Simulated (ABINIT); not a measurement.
The system is Se.

```
CELL_PARAMETERS angstrom
4.36620 0.00000 0.00000
-2.18310 3.78124 0.00000
0.00000 0.00000 4.95360
ATOMIC_POSITIONS crystal
Se 0.77460 0.77460 0.00000
Se 0.00000 0.22540 0.66667
Se 0.22540 0.00000 0.33333
```

Program: ABINIT 10.8.3 (patched build). Alike in all runs: task single point; no spin polarisation; cell as given; smearing fermi-dirac 0.05 eV. Hardware: 1 thread of Arm Neoverse V1 (shared host).

Problem. Order these runs on this cell by their wall time, lowest first.
A. level r2SCAN; potentials or basis JTH PAW PBE v2.0; k mesh 4 × 4 × 4; cutoff (eV) 490; fine-grid cutoff 979.61 eV; mesh quality not flagged
B. level PBEsol; potentials or basis JTH PAW PBE v2.0; k mesh 3 × 3 × 2; cutoff (eV) 408; fine-grid cutoff 816.342 eV; mesh quality coarse
C. level LDA; potentials or basis JTH PAW LDA v2.0; k mesh 3 × 3 × 2; cutoff (eV) 408; fine-grid cutoff 816.342 eV; mesh quality coarse

Solution. C (3.3 s), B (12 s), A (37 s).

Caveats: some runs use coarse meshes.
